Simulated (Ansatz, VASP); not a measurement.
**Ru in VASP and in Ansatz**

```
Ru
1.0
     2.69025    0.00000    0.00000
    -1.34512    2.32982    0.00000
     0.00000    0.00000   24.49960
Ru
5
Cartesian
  0.0000 0.0000 8.0605
  0.0000 1.5532 10.1095
  0.0000 0.0000 12.2498
  0.0000 1.5532 14.3901
  0.0000 0.0000 16.4391
```

Alike in both runs: task single point; functional PBEsol; k mesh 15 × 15 × 1; occupations fermi-dirac, width 0.05 eV; no spin polarisation.

```csv
,VASP,Ansatz
version,VASP 6.6.1,Ansatz 0.2.0
potentials or method,"VASP PAW PBE potentials, release 64 (Ru_pv), cutoff 520 eV","all-electron LAPW, scalar-relativistic"
```

|  | VASP | Ansatz | Ansatz less VASP |
| --- | --- | --- | --- |
| rms of the force components (eV/Å) | 0.006 | 0.003 | -0.0030 |

Atom by atom the forces differ by 0.007 eV/Å (rms over components). Ansatz ran all-electron here, so the differences hold the error of VASP's frozen core and of both bases. Ansatz warned: «slab_cell_height_set».

Caveats: the PAW data sets were made with another functional, which shifts forces and pressure a little (VASP).
